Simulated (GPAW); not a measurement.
Runs of GPAW 26.7.0 on Al. The structure is hexagonal, space group P6_3/mmc (No. 194). The conventional cell has a = 2.812 Å, b = 2.812 Å, c = 4.867 Å, α = 90.00°, β = 90.00°, γ = 120.00°. Al (site symmetry -6m2) is surrounded by 12 Al at 2.81 to 2.93 Å. This isn't the form of Al at room conditions, which is fcc.

```tsv
level	gap on the mesh (eV)	pressure (GPa)	relaxed volume (Å³/atom)
PBEsol+D3(BJ)	none	-0.1	15.74
PBEsol+D3(BJ)+ATM	none	0.0	15.79
PBEsol+D4	none	0.1	(b)
PBEsol+D3	none	0.1	16.01
PBEsol	none	0.0	(a)
```

Alike in all rows: task relaxation of cell and atoms; potentials or basis PAW data sets generated in the run's folder for this functional, pw; no spin polarisation; cell relaxed; k mesh 11 × 11 × 6; cutoff (eV) 600; smearing fermi-dirac 0.05 eV.

**Question.** Estimate the missing entries.

**Answer.** (a) 16.34; (b) 15.95.

Caveats: later steps reuse the first step's grids; pairwise dispersion overbinds metals, which lowers pressure and volume (some runs).

A gap of «none» marks a metal or a gap under the smearing width.
